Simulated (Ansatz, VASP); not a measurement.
One calculation of AlN, two programs

INCAR

```
SYSTEM = AlN
  PREC = Accurate
  ENCUT = 520
  EDIFF = 1E-6
  ISMEAR = -1
  SIGMA = 0.05
  LREAL = .FALSE.
  LASPH = .TRUE.
  NELM = 80
  ALGO = Normal
  ISIF = 2
  LWAVE = .FALSE.
  LCHARG = .FALSE.
  GGA = PE
  NBANDS = 11
```

Contents of KPOINTS:

```
regular mesh
0
G
  17 17 17
  0 0 0
```

The input POSCAR:

```
AlN
1.0
    0.0000000000      1.6675459301      1.6675459301
    1.6675459301      0.0000000000      1.6675459301
    1.6675459301      1.6675459301      0.0000000000
Al N
1 1
Direct
    0.0000000000      0.0000000000      0.0000000000
    0.5000000000      0.5000000000      0.5000000000
```

Input for Ansatz:

```yaml
crystal:
  lattice:
    - [0.0, 1.6675459301, 1.6675459301]
    - [1.6675459301, 0.0, 1.6675459301]
    - [1.6675459301, 1.6675459301, 0.0]
  atoms:
    - { symbol: Al, position: [0.0, 0.0, 0.0] }
    - { symbol: "N", position: [0.5, 0.5, 0.5] }
kpoints:
  mp_grid: { grid: [17, 17, 17] }
  band_path:
    path:
      - [0.0, 0.0, 0.0]
      - [0.5, 0.0, 0.5]
      - [0.625, 0.25, 0.625]
      - [0.375, 0.375, 0.75]
      - [0.0, 0.0, 0.0]
      - [0.5, 0.5, 0.5]
      - [0.5, 0.25, 0.75]
      - [0.5, 0.0, 0.5]
    npoints: 8
scf:
  occupations: { method: fermi_dirac, width: 0.05 }
hamiltonian:
  xc: pbe
  pseudopotentials: { kind: paw }
output:
  forces: true
  stress: true
  eigenvalues: true
  populations: true
  dos: { projected: true, de: 0.2, e_range: [-14, 8] }
```

Change from the starting cell: volume scaled by 0.55, PAW files.

Alike in both runs: task single point; functional PBE; k mesh 17 × 17 × 17; occupations fermi-dirac, width 0.05 eV; no spin polarisation.

|  | VASP | Ansatz |
| --- | --- | --- |
| version | VASP 6.6.1 | Ansatz 0.2.0 |
| potentials or method | VASP PAW PBE potentials, release 64 (Al, N) | PAW with Ansatz's default frozen-core files, scalar-relativistic |
| plane-wave cutoff (eV) | 520 | 420 |
| valence electrons in the cell | 8 | 8 |

VASP gave:

| Item | Value |
| --- | --- |
| gap on the k mesh at the Fermi level (eV) | 3.39 |
| pressure (GPa) | 481.9 |

**Question.** Which values does Ansatz return?

**Answer.** gap on the k mesh at the Fermi level (eV): 3.45; pressure (GPa): 472.0.

Caveats: the cell as given lies far from equilibrium; so large a pressure means that the cell lies far from this level's equilibrium, or that cutoff or potentials fall short (VASP); an odd mesh through Γ misses points on the zone boundary, where band edges often lie.
